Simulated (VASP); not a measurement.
Data:

```yaml
crystal:
  lattice:
    - [0.00000, 3.14422, 3.14422]
    - [3.14422, 0.00000, 3.14422]
    - [3.14422, 3.14422, 0.00000]
  atoms:
    - { symbol: Ba, position: [0.00000, 0.00000, 0.00000] }
    - { symbol: F, position: [0.25000, 0.25000, 0.25000] }
    - { symbol: F, position: [0.75000, 0.75000, 0.75000] }
```

The numbers are results of PBE GGA, VASP's PBE PAW potentials (set 64) (plane waves; VASP), not measurements. Numerical set-up: 520 eV cut-off, 6×6×6 Γ-centred mesh, Gaussian smearing of 0.010 eV, potentials Ba_sv F.

### Question
Give the electronic dielectric tensor ε∞ (DFPT, local fields included).

### Answer

```
2.31  0.00  0.00
0.00  2.31  0.00
0.00  0.00  2.31
```

### Question
Give the Born effective charges.

### Answer

| atom | Z*xx | Z*yy | Z*zz | mean |
|---|---|---|---|---|
| Ba1 | 2.56 | 2.56 | 2.56 | 2.56 |
| F2 | -1.28 | -1.28 | -1.28 | -1.28 |
| F3 | -1.28 | -1.28 | -1.28 | -1.28 |

### Question
And the static tensor with the ions free?

### Answer

```
8.39  0.00  0.00
0.00  8.39  0.00
0.00  0.00  8.39
```

### Question
Which frequencies do the optical Γ-point modes have (no LO-TO splitting)?

### Answer
170 (×3), 237 (×3) cm⁻¹.

The compound is BaF2 in the fluorite structure. It was relaxed first.
